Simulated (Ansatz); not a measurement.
# Bi (R-3m) in Ansatz: a series of runs

The runs below take Bi through projected density of states, density of states, with PBE+D3(BJ)+ATM, PBEsol, PBEsol+D3(BJ)+ATM.

Program: Ansatz 0.2.0. These are calculated values, not measurements. Logs are shortened: lines on timing, memory, paths and dates and some standing lists are left out, and cuts for length are marked.

### 1 The undisturbed crystal

It takes space group R-3m (No. 166, trigonal). Conventional cell: a = 4.535 Å, b = 4.535 Å, c = 11.814 Å, α = 90.00°, β = 90.00°, γ = 120.00°. Around Bi (site symmetry 3m) lie 6 Bi at 3.06 to 3.52 Å.

### 2 Projected density of states, PBE+D3(BJ)+ATM (atoms moved at random, drawn with an rms of 0.02 Å)

Input file run.py:

```python
import json

import ase.io
import numpy as np

import ansatz as az

atoms = ase.io.read("POSCAR", format="vasp")

calculation = (
    az.Crystal.from_ase(atoms)
    .calculation()
    .kpoints(6, 6, 6)
    .functional("pbe", dispersion="d3bjatm")
    .pseudopotentials(kind="paw")
    .scf(extra_bands=6)
    .occupations(method="tetrahedron_uncorrected")
    .density_of_states(energy_step=0.05, projected=True, nscf_kmesh=(9, 9, 9))
    .forces()
    .stress()
    .band_table(publish=True)
)
outcome = calculation.run(threads=2, events_out="events.jsonl")

report = outcome.report
for line in open("events.jsonl"):
    event = json.loads(line)
    if event["event"] == "scf_iter":
        d = event["data"]
        print(f"SCF {d['iter']:3d}  HF = {d['harris_foulkes_ev']:.6f} eV  dr2 = {d['dr2_ev']:.2e} eV")
    elif event["event"] in ("relax_step", "md_step"):
        d = event["data"]
        print(f"{event['event']} {d['step']:3d}  E = {d['lagrangian_ev']:.6f} eV")
np.set_printoptions(precision=5, suppress=True, linewidth=110)
print("converged:", report["converged"], "after", report["n_iterations"], "iterations")
print(f"free energy {report['free_energy_ev']:.6f} eV, Fermi level {report['fermi_energy_ev']:.4f} eV")
for key in ("band_edges_ev", "magnetization_mub", "site_moments_mub", "site_moments_nc_mub", "forces_ev_ang",
                "stress_gpa"):
    if report.get(key) is not None:
        print(key, np.array(report[key]), sep="\n")
```

Input file POSCAR:

```
Bi
1.0
    2.2675000000      1.3091417354      3.9380000000
   -2.2675000000      1.3091417354      3.9380000000
    0.0000000000     -2.6182834708      3.9380000000
Bi
2
Direct
    0.7697890000      0.7633790000      0.7653170000
    0.2358700000      0.2369000000      0.2351670000
```

Potentials or basis: Ansatz PAW.

On the command line:

```sh
$ python run.py
```

Output:

```text
DeckWarning: basis.ecutwfc = 420 eV, auto-derived from the records' recommended cutoffs: set by Bi (normal level)
PlacementWarning: RAYON_NUM_THREADS=2 ignored (pool sized by the plan → 2); use plan(threads=…)
SCF   1  HF = -24793.966217 eV  dr2 = 6.09e-04 eV
SCF   2  HF = -24793.965878 eV  dr2 = 2.94e-04 eV
SCF   3  HF = -24793.965972 eV  dr2 = 6.88e-05 eV
SCF   4  HF = -24793.965996 eV  dr2 = 9.41e-06 eV
SCF   5  HF = -24793.965997 eV  dr2 = 6.87e-07 eV
SCF   6  HF = -24793.965997 eV  dr2 = 6.54e-08 eV
converged: True after 6 iterations
free energy -24793.965998 eV, Fermi level 9.6336 eV
magnetization_mub
0.0
forces_ev_ang
[[-0.03737 -0.00053 -0.00983]
 [ 0.03737  0.00053  0.00983]]
stress_gpa
[[ 0.04712 -0.12201  0.21265]
 [-0.12201  0.04331 -0.0017 ]
 [ 0.21265 -0.0017   0.01333]]
```

dos.tsv:

```text
# E-E_F[eV]	g_bin_mean(E)[states/eV]	N(E)
# format = ansatz-dos/2
# fermi_ev = 9.728943
# fermi_mp_grid = 9 9 9
# fermi_mp_shift = 0 0 0
# nscf_kmesh_grid = 9 9 9
# nscf_kmesh_shift = 0 0 0
# tetrahedron_fermi_ev = 9.728943
# g_bin_mean(E): the states in a bin one row spacing wide, centred on E, divided by that spacing. States that the method places at a single energy (under output.dos.method: tetrahedron, those of a tetrahedron whose four corners have one energy) are counted whole in the row whose bin holds that energy (on the edge of two bins, in the lower row). The sum of g_bin_mean over a run of rows, times the row spacing, is the number of states from half a spacing under the first of them to half a spacing over the last (a plain sum, not the trapezoid rule).
-23.397600	0.000000e0	0.000000e0
-23.347600	0.000000e0	0.000000e0
-23.297600	0.000000e0	0.000000e0
-23.247600	0.000000e0	0.000000e0
-23.197600	0.000000e0	0.000000e0
-23.147600	0.000000e0	0.000000e0
[... 669 lines left out ...]
10.352400	0.000000e0	4.200000e1
10.402400	0.000000e0	4.200000e1
```

pdos.tsv:

```text
# format = ansatz-pdos/7
# g_bin_mean(E): the states in a bin one row spacing wide, centred on E, divided by that spacing. States that the method places at a single energy (under output.dos.method: tetrahedron, those of a tetrahedron whose four corners have one energy) are counted whole in the row whose bin holds that energy (on the edge of two bins, in the lower row). The sum of g_bin_mean over a run of rows, times the row spacing, is the number of states from half a spacing under the first of them to half a spacing over the last (a plain sum, not the trapezoid rule).
# In this file a state enters a block with its share in what the block's header names, not whole (its projection on it, or on datasets made for the crystal an estimate of its charge with that l in the spheres of the block's sites), and under output.dos.method: tetrahedron states that the mesh does not resolve from one another share a weight, wholly or in part: but for these the sum of a block's g_bin_mean over a run of rows, times the row spacing, is the block's share of the states in those rows' bins. The shares of one state add up to no more than one, with a site that stands in two lists taken from one of them.
# Behind its l a block's header has the name that the species' file or projection atom gives the shell on which the block projects (l=1_3P). A block holds that shell's share alone: where a species is projected on a semicore shell alone of an l (copper's 3P), what the valence states have of that l is in no block.
# The columns named for an orbital (pz, dxy) are the curves of the shell's orbitals. An orbital is a real harmonic (pz is z/r, dz2 is (3z2-r2)/r2; the quick start lists them all) on the Cartesian axes of the frame in which crystal.lattice lays the cell: that of its vectors as typed, or the given cell's a along x, b in the xy plane and c towards positive z where the lattice is given by a Bravais shorthand or by lengths and angles. With two spin channels it has two columns, _up and _dn. A row's orbitals add up to the shell's g_bin_mean or, where the shell has blocks with a j, to the sum of theirs. Such a shell has its orbitals in a block of their own, whose first line closes on the word orbitals and which has no g_bin_mean; if the projectors of the two j differ, the curve of an orbital there holds a part of the shell's other orbitals, of either spin.
# site=0 l=0_6S
# E-E_F[eV]	g_bin_mean(E)[states/eV]
# fermi_ev = 9.728943
# fermi_mp_grid = 9 9 9
# fermi_mp_shift = 0 0 0
# nscf_kmesh_grid = 9 9 9
# nscf_kmesh_shift = 0 0 0
# tetrahedron_fermi_ev = 9.728943
-23.397600	0.000000e0
-23.347600	0.000000e0
-23.297600	0.000000e0
-23.247600	0.000000e0
-23.197600	0.000000e0
-23.147600	0.000000e0
[... 669 lines left out ...]
10.352400	0.000000e0
10.402400	0.000000e0

# site=0 l=1_6P
# E-E_F[eV]	g_bin_mean(E)[states/eV]	pz	px	py
# fermi_ev = 9.728943
# fermi_mp_grid = 9 9 9
# fermi_mp_shift = 0 0 0
# nscf_kmesh_grid = 9 9 9
# nscf_kmesh_shift = 0 0 0
# tetrahedron_fermi_ev = 9.728943
-23.397600	0.000000e0	0.000000e0	0.000000e0	0.000000e0
-23.347600	0.000000e0	0.000000e0	0.000000e0	0.000000e0
-23.297600	0.000000e0	0.000000e0	0.000000e0	0.000000e0
-23.247600	0.000000e0	0.000000e0	0.000000e0	0.000000e0
-23.197600	0.000000e0	0.000000e0	0.000000e0	0.000000e0
-23.147600	0.000000e0	0.000000e0	0.000000e0	0.000000e0
[... 669 lines left out ...]
10.352400	0.000000e0	0.000000e0	0.000000e0	0.000000e0
10.402400	0.000000e0	0.000000e0	0.000000e0	0.000000e0

# site=0 l=2_5D
# E-E_F[eV]	g_bin_mean(E)[states/eV]	dz2	dxz	dyz	dx2-y2	dxy
# fermi_ev = 9.728943
# fermi_mp_grid = 9 9 9
# fermi_mp_shift = 0 0 0
# nscf_kmesh_grid = 9 9 9
# nscf_kmesh_shift = 0 0 0
# tetrahedron_fermi_ev = 9.728943
-23.397600	0.000000e0	0.000000e0	0.000000e0	0.000000e0	0.000000e0	0.000000e0
-23.347600	0.000000e0	0.000000e0	0.000000e0	0.000000e0	0.000000e0	0.000000e0
-23.297600	0.000000e0	0.000000e0	0.000000e0	0.000000e0	0.000000e0	0.000000e0
-23.247600	0.000000e0	0.000000e0	0.000000e0	0.000000e0	0.000000e0	0.000000e0
-23.197600	0.000000e0	0.000000e0	0.000000e0	0.000000e0	0.000000e0	0.000000e0
-23.147600	0.000000e0	0.000000e0	0.000000e0	0.000000e0	0.000000e0	0.000000e0
[... 669 lines left out ...]
10.352400	0.000000e0	0.000000e0	0.000000e0	0.000000e0	0.000000e0	0.000000e0
10.402400	0.000000e0	0.000000e0	0.000000e0	0.000000e0	0.000000e0	0.000000e0

# site=1 l=0_6S
# E-E_F[eV]	g_bin_mean(E)[states/eV]
# fermi_ev = 9.728943
# fermi_mp_grid = 9 9 9
# fermi_mp_shift = 0 0 0
# nscf_kmesh_grid = 9 9 9
# nscf_kmesh_shift = 0 0 0
# tetrahedron_fermi_ev = 9.728943
-23.397600	0.000000e0
-23.347600	0.000000e0
-23.297600	0.000000e0
-23.247600	0.000000e0
-23.197600	0.000000e0
-23.147600	0.000000e0
[... 669 lines left out ...]
10.352400	0.000000e0
10.402400	0.000000e0

# site=1 l=1_6P
# E-E_F[eV]	g_bin_mean(E)[states/eV]	pz	px	py
# fermi_ev = 9.728943
# fermi_mp_grid = 9 9 9
# fermi_mp_shift = 0 0 0
# nscf_kmesh_grid = 9 9 9
# nscf_kmesh_shift = 0 0 0
# tetrahedron_fermi_ev = 9.728943
-23.397600	0.000000e0	0.000000e0	0.000000e0	0.000000e0
-23.347600	0.000000e0	0.000000e0	0.000000e0	0.000000e0
-23.297600	0.000000e0	0.000000e0	0.000000e0	0.000000e0
-23.247600	0.000000e0	0.000000e0	0.000000e0	0.000000e0
-23.197600	0.000000e0	0.000000e0	0.000000e0	0.000000e0
-23.147600	0.000000e0	0.000000e0	0.000000e0	0.000000e0
[... 669 lines left out ...]
10.352400	0.000000e0	0.000000e0	0.000000e0	0.000000e0
10.402400	0.000000e0	0.000000e0	0.000000e0	0.000000e0

# site=1 l=2_5D
# E-E_F[eV]	g_bin_mean(E)[states/eV]	dz2	dxz	dyz	dx2-y2	dxy
# fermi_ev = 9.728943
# fermi_mp_grid = 9 9 9
# fermi_mp_shift = 0 0 0
# nscf_kmesh_grid = 9 9 9
# nscf_kmesh_shift = 0 0 0
# tetrahedron_fermi_ev = 9.728943
-23.397600	0.000000e0	0.000000e0	0.000000e0	0.000000e0	0.000000e0	0.000000e0
-23.347600	0.000000e0	0.000000e0	0.000000e0	0.000000e0	0.000000e0	0.000000e0
-23.297600	0.000000e0	0.000000e0	0.000000e0	0.000000e0	0.000000e0	0.000000e0
-23.247600	0.000000e0	0.000000e0	0.000000e0	0.000000e0	0.000000e0	0.000000e0
-23.197600	0.000000e0	0.000000e0	0.000000e0	0.000000e0	0.000000e0	0.000000e0
-23.147600	0.000000e0	0.000000e0	0.000000e0	0.000000e0	0.000000e0	0.000000e0
[... 450 lines left out ...]
-0.597600	1.034735e-3	8.480336e-5	2.205513e-4	2.195412e-4	2.553753e-4	2.544641e-4
-0.547600	9.491994e-4	7.956015e-5	1.966290e-4	1.966731e-4	2.381382e-4	2.381989e-4
-0.497600	8.046367e-4	7.336291e-5	1.633374e-4	1.634152e
```

Run time: 11 s. Hardware: 2 threads of Arm Neoverse V2, shared host; peak memory 0.62 GiB.

What came out:

```
Free energy                          : -24793.9660 eV
Pressure                             : 0.0 GPa
Largest force                        : 0.039 eV/Å
Band gap on the k mesh               : none (metal or under the smearing width)
Density of states at the Fermi level : 0.00 states/eV per cell
```

Forces in eV/Å, atoms in the order of the input:
```
Bi  -0.037 -0.001 -0.010
Bi   0.037  0.001  0.010
```

Stress tensor (GPa, compression positive):
```
 0.05 -0.12  0.21
-0.12  0.04  0.00
 0.21  0.00  0.01
```

States per cell in windows of 1 eV (zero at the Fermi level; states under -8 eV left out):
```csv
from (eV),total,Bi 6p,Bi 6s
-8.0,0.06,0.00,0.06
-7.0,0.00,0.00,0.00
-6.0,0.00,0.00,0.00
-5.0,0.29,0.28,0.01
-4.0,1.04,1.01,0.03
-3.0,1.72,1.64,0.06
-2.0,1.77,1.66,0.08
-1.0,1.18,1.07,0.09
0.0,0.51,0.45,0.05
1.0,1.43,1.29,0.09
2.0,1.50,1.26,0.04
3.0,1.30,1.08,0.02
4.0,1.30,0.76,0.01
5.0,1.60,0.56,0.01
6.0,0.96,0.15,0.00
7.0,1.26,0.02,0.00
```

Caveat: spin-orbit coupling is left out, which moves the levels of the heavy elements; pairwise dispersion overbinds metals, which lowers pressure and volume.

### 3 Density of states, PBEsol, spin-orbit coupling, no magnetisation (cell strained at random at fixed volume)

run.py, as its differences from that of step 2:

```diff
@@ -7,3 +7,4 @@
 
-atoms = ase.io.read("POSCAR", format="vasp")
+atoms = ase.io.read("Bi.cif")
+atoms.info.pop("occupancy", None)
 
@@ -12,8 +13,15 @@
     .calculation()
-    .kpoints(6, 6, 6)
-    .functional("pbe", dispersion="d3bjatm")
-    .pseudopotentials(kind="paw")
+    .accuracy("high")
+    .kpoints(6, 6, 6, shift=(0.5, 0.5, 0.5))
+    .functional("pbesol")
+    .pseudopotentials(kind="paw_fr")
+    .spin("noncollinear", soc=True)
     .scf(extra_bands=6)
-    .occupations(method="tetrahedron_uncorrected")
-    .density_of_states(energy_step=0.05, projected=True, nscf_kmesh=(9, 9, 9))
+    .occupations(method="fermi_dirac", width=0.1)
+    .eigensolver(kind="davidson")
+    .density()
+    .potential()
+    .output_files(volumetric_format="npy")
+    .electron_localization_function()
+    .density_of_states(energy_step=0.05, projected=False, nscf_kmesh=(9, 9, 9))
     .forces()
@@ -37,3 +45,3 @@
 for key in ("band_edges_ev", "magnetization_mub", "site_moments_mub", "site_moments_nc_mub", "forces_ev_ang",
-                "stress_gpa"):
+                "stress_gpa", "kpoints_frac", "eigenvalues_ev"):
     if report.get(key) is not None:
```

Input file Bi.cif:

```cif
data_Bi
_cell_length_a 4.80867458
_cell_length_b 4.74992244
_cell_length_c 4.78863167
_cell_angle_alpha 56.87954171
_cell_angle_beta 55.85007585
_cell_angle_gamma 55.26707499
_space_group_name_H-M_alt 'P1'
_space_group_name_Hall 'P 1'
_space_group_IT_number 1
loop_
_space_group_symop_operation_xyz
'x,y,z'
loop_
_atom_site_label
_atom_site_type_symbol
_atom_site_symmetry_multiplicity
_atom_site_Wyckoff_symbol
_atom_site_fract_x
_atom_site_fract_y
_atom_site_fract_z
_atom_site_occupancy
Bi1 Bi 1 a 0.7660000000 0.7660000000 0.7660000000 1
Bi2 Bi 1 a 0.2340000000 0.2340000000 0.2340000000 1
```

Potentials or basis: Ansatz PAW.

On the command line:

```sh
$ python run.py
```

It took 95 s on 2 threads of Arm Neoverse V2, shared host; peak memory 1.3 GiB.

It converged, with:

| Item | Value |
| --- | --- |
| Free energy | -24565.8064 eV |
| Pressure | 0.9 GPa |
| Largest force | 0.196 eV/Å |
| Band gap on the k mesh | none (metal or under the smearing width) |
| Density of states at the Fermi level | 0.03 states/eV per cell |

Forces in eV/Å, atoms in the order of the input:
```
Bi   0.017 -0.151 -0.124
Bi  -0.017  0.151  0.124
```

Stress tensor (GPa, compression positive):
```
-0.44 -0.52 -0.05
-0.52  2.14  1.22
-0.05  1.22  0.91
```

Levels at points of the mesh, in eV from the Fermi level:
```csv
k point,band 27,band 28,band 29,band 30,band 31,band 32,band 33,band 34
"(0.08, 0.08, 0.08)",-0.87,-0.87,-0.43,-0.43,0.75,0.75,2.97,2.97
```

States per cell in windows of 1 eV (zero at the Fermi level; states under -8 eV left out):
```tsv
from (eV)	total
-8.0	0.06
-7.0	0.00
-6.0	0.00
-5.0	0.65
-4.0	1.70
-3.0	1.23
-2.0	1.43
-1.0	0.98
0.0	0.98
1.0	1.25
2.0	1.19
3.0	1.61
4.0	0.75
5.0	0.22
6.0	0.00
7.0	0.00
```

[end of part 1 of 2]
